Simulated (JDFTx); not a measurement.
# Mg under changes of volume

One of the cells (23.237 Å³/atom); the others are scaled copies at fixed shape and fractional positions:

```
Mg
1.0
     3.20930    0.00000    0.00000
    -1.60465    2.77934    0.00000
     0.00000    0.00000    5.21030
Mg
2
Direct
  0.66667 0.33333 0.75000
  0.33333 0.66667 0.25000
```

- Program: JDFTx 1.7.0 (patched build)
- Functional: LDA
- Potentials or basis: PseudoDojo-SR-LDA-0.4.1-standard
- Cutoff: 1143 eV
- Density cutoff: 9143 eV
- k mesh: 10 × 10 × 5
- Occupations: fermi-dirac, width 0.05 eV
- Spin: no spin polarisation

| volume (Å³/atom) | energy over the lowest point (meV/atom) | pressure (GPa) |
| --- | --- | --- |
| 21.843 | 0.00 | -0.2 |
| 22.308 | 1.82 | -1.0 |
| 22.772 | 5.73 | -1.7 |
| 23.237 | 11.51 | -2.3 |
| 23.702 | 18.96 | -2.9 |
| 24.167 | 27.92 | -3.4 |
| 24.631 | ? | ? |

Problem. What does the run at 24.631 Å³/atom give?

Solution. Energy over the lowest point 38.22 meV/atom; pressure -3.8 GPa.

Worked out: A Birch-Murnaghan fit of order 3 (a polynomial in V^(-2/3)) to the other rows has its minimum at 21.71 Å³/atom, just outside them, with B0 = V·E''(V) = 39 GPa and B' = 4.2 at fixed shape and positions, which overstates the stiffness. It gives 38.19 meV/atom at 24.631 Å³/atom, against the run's 38.22, and -dE/dV = -3.8 GPa, against -3.8.

Energies are extrapolated to zero smearing.
